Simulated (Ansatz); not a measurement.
Ligand exchange: C2H5NO + C2H9BN2 → CH4N2O + C3H10BN

Species: C2H5NO (acetamide) `CC(N)=O`, singlet; C2H9BN2 `CN(C)BN`, singlet; CH4N2O (urea) `NC(N)=O`, singlet; C3H10BN `CBN(C)C`, singlet. The partners trade CH3 for NH2: C–CH3 and B–NH2 bonds give way to C–NH2 and B–CH3.

Shapes, held fixed at every level: PBE0-D4/def2-TZVP. Flexible molecules stand in one conformer, not always the lowest. Programs: Ansatz 0.2.0. The zero-point and thermal change to 298 K, harmonic and unscaled (PBE0-D4/def2-TZVP), is -0.6 kJ/mol.

Problem. Estimate ΔH(298 K) of this reaction.

Solution. The highest level, CCSD(T)/CBS estimate, gives ΔH(298 K) = +61.3 kJ/mol; the levels span +56.1 to +61.6. The column of differences is taken from that level and isn't an error. No measured value is set beside it here. The CBS estimate extrapolates MP2 from def2-TZVPP and def2-QZVPP and adds CCSD(T) − MP2 in the triple-zeta set, cores frozen.

```json
{"level": "HF/def2-SVP", "kind": "Hartree–Fock", "ΔH(298 K) (kJ/mol)": "+56.1", "less CCSD(T)/CBS estimate": "-5.2"}
{"level": "HF/def2-TZVPP", "kind": "Hartree–Fock", "ΔH(298 K) (kJ/mol)": "+60.7", "less CCSD(T)/CBS estimate": "-0.6"}
{"level": "BHLYP-D4/def2-TZVPP", "kind": "global hybrid", "ΔH(298 K) (kJ/mol)": "+61.5", "less CCSD(T)/CBS estimate": "+0.2"}
{"level": "r2SCAN0-D4/def2-TZVPP", "kind": "global hybrid", "ΔH(298 K) (kJ/mol)": "+57.5", "less CCSD(T)/CBS estimate": "-3.8"}
{"level": "B2PLYP/def2-TZVPP", "kind": "double hybrid", "ΔH(298 K) (kJ/mol)": "+61.6", "less CCSD(T)/CBS estimate": "+0.3"}
{"level": "CCSD/def2-TZVPP", "kind": "coupled cluster or CI", "ΔH(298 K) (kJ/mol)": "+59.4", "less CCSD(T)/CBS estimate": "-1.9"}
{"level": "CCSD(T)/CBS estimate", "kind": "coupled cluster or CI", "ΔH(298 K) (kJ/mol)": "+61.3", "less CCSD(T)/CBS estimate": "0.0"}
```
